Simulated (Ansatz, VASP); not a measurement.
# In2GaP3: VASP beside Ansatz

File INCAR:

```
PREC = Accurate
ENCUT = 520
EDIFF = 1E-7
ISMEAR = 0
SIGMA = 0.1
LREAL = F
LASPH = T
NELM = 100
ALGO = Normal
ISIF = 2
LWAVE = F
LCHARG = F
GGA = PE
NBANDS = 36
```

File KPOINTS:

```
Automatic mesh
0
Gamma
  4 4 2
```

POSCAR

```
In2GaP3
1.0
    3.8698354000      0.0000000000      0.0000000000
    0.0000000000      3.8698354000      0.0000000000
    0.0000000000      0.0000000000      8.5413524700
In Ga P
2 1 3
Direct
    0.0000000000      0.5000000000      0.7365000200
    0.5000000000      0.0000000000      0.2634999800
    0.0000000000      0.0000000000      0.0000000000
    0.5000000000      0.5000000000      0.0000000000
    0.0000000000      0.5000000000      0.3835000100
    0.5000000000      0.0000000000      0.6164999900
```

Input for Ansatz:

```yaml
crystal:
  lattice:
    - [3.8698354, 0.0, 0.0]
    - [0.0, 3.8698354, 0.0]
    - [0.0, 0.0, 8.54135247]
  atoms:
    - { symbol: In, position: [0.0, 0.5, 0.73650002] }
    - { symbol: In, position: [0.5, 0.0, 0.26349998] }
    - { symbol: Ga, position: [0.0, 0.0, 0.0] }
    - { symbol: P, position: [0.5, 0.5, 0.0] }
    - { symbol: P, position: [0.0, 0.5, 0.38350001] }
    - { symbol: P, position: [0.5, 0.0, 0.61649999] }
basis:
  ecutwfc: 420
kpoints:
  mp_grid: { grid: [4, 4, 2] }
hamiltonian:
  xc: pbe
scf:
  occupations: { method: gaussian, width: 0.1 }
  lower_state_search: "off"
output:
  forces: true
  stress: true
  eigenvalues: true
```

Change from the starting cell: species swapped into the Zr2CuSb3 type (P-4m2, No. 115).

Alike in both runs: task single point; functional PBE; k mesh 4 × 4 × 2; occupations gaussian, width 0.1 eV; no spin polarisation.

```csv
,VASP,Ansatz
version,VASP 6.6.1,Ansatz 0.2.0
potentials or method,"VASP PAW PBE potentials, release 64 (In_d, Ga_d, P)","scalar-relativistic, plane waves, PAW"
plane-wave cutoff (eV),520,420
valence electrons in the cell,54,54
```

|  | VASP | Ansatz | Ansatz less VASP |
| --- | --- | --- | --- |
| gap on the k mesh at the Fermi level (eV) | none | none | - |
| pressure (GPa) | -2.9 | -2.9 | 0.00 |
| largest component of the traceless stress (GPa) | 0.35 | 0.35 | 0.000 |
| rms of the force components (eV/Å) | 0.304 | 0.304 | -0.0006 |

Atom by atom the forces differ by 0.001 eV/Å (rms over components). A gap of «none» marks a metal or a gap that the smearing closes.

Caveats: the k mesh is coarse (spacing up to 0.41 Å⁻¹), so the values aren't converged.
